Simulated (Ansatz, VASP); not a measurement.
# CdS in VASP and in Ansatz

The input INCAR:

```
SYSTEM = CdS
  PREC = Accurate
  ENCUT = 600
  EDIFF = 1E-6
  ISMEAR = 0
  SIGMA = 0.01
  LREAL = .False.
  LASPH = .True.
  NELM = 100
  ALGO = Normal
  ISIF = 3
  LWAVE = .False.
  LCHARG = .False.
  GGA = PE
  IBRION = 2
  NSW = 100
  EDIFFG = -0.01
```

File KPOINTS:

```
regular mesh
0
Gamma
  12 12 12
  0 0 0
```

File POSCAR:

```
CdS
1.0
    0.0000000000      2.7523967129      2.7523967129
    2.7523967129      0.0000000000      2.7523967129
    2.7523967129      2.7523967129      0.0000000000
Cd S
1 1
Direct
    0.0000000000      0.0000000000      0.0000000000
    0.5000000000      0.5000000000      0.5000000000
```

Input for Ansatz:

```yaml
crystal:
  lattice:
    - [0.0, 2.7523967129, 2.7523967129]
    - [2.7523967129, 0.0, 2.7523967129]
    - [2.7523967129, 2.7523967129, 0.0]
  atoms:
    - { symbol: Cd, position: [0.0, 0.0, 0.0] }
    - { symbol: S, position: [0.5, 0.5, 0.5] }
basis:
  ecutwfc: 420
kpoints:
  mp_grid: { grid: [12, 12, 12] }
hamiltonian:
  xc: pbe
scf:
  occupations: { method: gaussian, width: 0.01 }
output:
  forces: true
  stress: true
  eigenvalues: true
relax:
  adjacent_minimum: "off"
  f_tol: 0.01
  max_steps: 80
  cell: { stress_tol: 0.05 }
```

Alike in both runs: task relaxation of cell and atoms; functional PBE; k mesh 12 × 12 × 12; occupations gaussian, width 0.01 eV; no spin polarisation.

|  | VASP | Ansatz |
| --- | --- | --- |
| version | VASP 6.6.1 | Ansatz 0.2.0 |
| potentials or method | VASP PAW PBE potentials, release 64 (Cd, S) | scalar-relativistic, plane waves, PAW |
| plane-wave cutoff (eV) | 600 | 420 |
| valence electrons in the cell | 18 | 26 |

|  | VASP | Ansatz | Ansatz less VASP |
| --- | --- | --- | --- |
| gap on the k mesh at the Fermi level, each at its own relaxed structure (eV) | 0.25 | 0.26 | +0.012 |
| relaxed volume (Å³/atom) | 20.85 | 20.74 | -0.111 |
| relaxed cell length with the largest relative difference (Å) | 3.892 | 3.886 | -0.0069 |

The two sets of potentials don't hold the same shells in valence.

Caveats: the relaxation stopped at its first step, so nothing moved.
